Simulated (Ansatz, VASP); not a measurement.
One calculation of HfO2, two programs

```
Hf O
1.0
     3.17027    0.00000    0.00000
    -1.58513    2.74553    0.00000
     0.00000    0.00000   17.00000
Hf O
1 2
Cartesian
  0.0000 0.0000 7.2078
  0.0000 0.0000 8.5767
  0.0000 0.0000 9.7922
```

Alike in both runs: task single point; functional PBE; k mesh 6 × 6 × 1; occupations gaussian, width 0.1 eV; no spin polarisation.

```csv
,VASP,Ansatz
version,VASP 6.6.1,Ansatz 0.2.0
potentials or method,"VASP PAW PBE potentials, release 64 (Hf_pv, O)","scalar-relativistic, plane waves, PAW"
plane-wave cutoff (eV),520,420
valence electrons in the cell,22,38
```

VASP gave:

| Property | Result |
| --- | --- |
| gap on the k mesh at the Fermi level (eV) | none |
| rms of the force components (eV/Å) | 26.534 |

Which values does Ansatz return?

gap on the k mesh at the Fermi level (eV): none; rms of the force components (eV/Å): 24.140.

Atom by atom the forces differ by 2.396 eV/Å (rms over components). A gap of «none» marks a metal or a gap that the smearing closes. The two sets of potentials don't hold the same shells in valence. Ansatz warned: «slab_cell_height_set».

Caveats: the k mesh is coarse (spacing up to 0.38 Å⁻¹), so the values aren't converged; the standard files for N, O and F lose accuracy on very short bonds. The runs have no spin-orbit coupling, so splittings on Hf are missing.
